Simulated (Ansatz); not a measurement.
**Relaxation of Pt**

Method: Ansatz 0.2.0, DFT r2SCAN, scalar-relativistic, plane waves, PAW. (500 eV cutoff, 18×18×18 k-mesh, Gaussian smearing of 0.10 eV, no spin polarisation)

What was changed: relaxed at 20 GPa.

Spin–orbit coupling is left out, which can shift energies with elements as heavy as these.

Command:

```bash
ansatz run input.yaml --threads 1 --pin off --max-ram 2560MiB --backend cpu --events-out ev --progress --plain --runs-dir out
```

Input:

```yaml
crystal:
  lattice:
    - [0.0, 1.9286286479, 1.9286286479]
    - [1.9286286479, 0.0, 1.9286286479]
    - [1.9286286479, 1.9286286479, 0.0]
  atoms:
    - { symbol: Pt, position: [0.0, 0.0, 0.0] }
basis:
  ecutwfc: 500
kpoints:
  mp_grid: { grid: [18, 18, 18] }
hamiltonian:
  xc: r2scan
scf:
  occupations: { method: gaussian, width: 0.1 }
output:
  forces: true
  stress: true
  eigenvalues: true
relax:
  adjacent_minimum: "off"
  f_tol: 0.008
  max_steps: 50
  cell: { stress_tol: 0.08, p_target: 20.0 }
```

F is the free energy. Steps run on the plane waves of an earlier cell, but the last one, and at times one on the way, on a freshly chosen basis, so a repeated geometry can differ a little in energy. The relaxation lowers the enthalpy F + PV at the target pressure, so F itself can rise.

Steps:

```
step F − F(1) (eV) largest force component (eV/Å) V (Å³/atom) P (GPa)
   1         0.0000                           0.000       14.347    20.59
   2        -0.0082                           0.000       14.414    18.85
   3        -0.0028                           0.000       14.370    20.00
   4        -0.0029                           0.000       14.370    20.00
```

Relaxed structure:

```
CELL_PARAMETERS angstrom
0.00000 1.92964 1.92964
1.92964 0.00000 1.92964
1.92964 1.92964 0.00000
ATOMIC_POSITIONS crystal
Pt 0.00000 0.00000 0.00000
```

Symmetry: Fm-3m, No. 225, cubic system. The conventional cell has a = 3.859 Å, b = 3.859 Å, c = 3.859 Å, α = 90.00°, β = 90.00°, γ = 90.00°. Around Pt (site symmetry m-3m) lie 12 Pt at 2.73 Å.

The run converged. It took 7.2 s on 1 thread of AMD EPYC 9R45 96-Core Processor (Zen 5), on a shared host, peak memory 0.43 GiB.